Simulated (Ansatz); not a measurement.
TePt:

```xyz
2
Lattice="3.9549 0.0000 0.0000 -1.9774 3.4250 0.0000 0.0000 0.0000 3.8598" Properties=species:S:1:pos:R:3 pbc="T T T"
Pt    0.0000    0.0000    0.0000
Te    1.9774    1.1417    1.9299
```

Measurements of this composition are mostly on another form, of space group No. 166.

* Program: Ansatz 0.2.0
* Task: relaxation of cell and atoms
* Functional: HF
* Potentials or basis: Ansatz PAW
* Cutoff: 420 eV (not typed: the program's choice for these potentials)
* k mesh: 4 × 4 × 4
* Occupations: fermi-dirac, width 0.05 eV
* Spin: no spin polarisation

At the start: volume 26.14 Å³/atom.

Task: Where does the relaxation end?

Result: It ends after 9 steps and the volume is 23.63 Å³/atom (-9.6 %); space group P-6m2 (No. 187, to 0.05 Å).

The path:
```
step  energy change (eV)  largest force (eV/Å)  volume (Å³)
   1              0.0000                0.0000        52.28
   2             -0.2076                0.0000        47.91
   3             -0.2671                0.0000        46.68
   4             -0.2735                0.0000        47.29
   5             -0.2738                0.0000        47.29
   6             -0.2738                0.0000        47.27
   7             -0.2714                0.0000        47.27
   8             -0.2714                0.0000        47.26
   9             -0.2714                0.0000        47.26
```

Final structure:
```
Pt Te
1.0
     3.99254    0.00000    0.00000
    -1.99627    3.45764    0.00000
     0.00000    0.00000    3.42375
Pt Te
1 1
Direct
  0.00000 0.00000 0.00000
  0.66667 0.33333 0.50000
```

Caveat: the k mesh is coarse (spacing up to 0.46 Å⁻¹), so the values aren't converged, least of all with exact exchange; the plane-wave basis is chosen anew once the cell has moved, so the energies of steps on either side of that aren't comparable; the PAW data sets come from PBE, with cores solved anew for the run's functional, which leaves a small shift of forces and pressure.
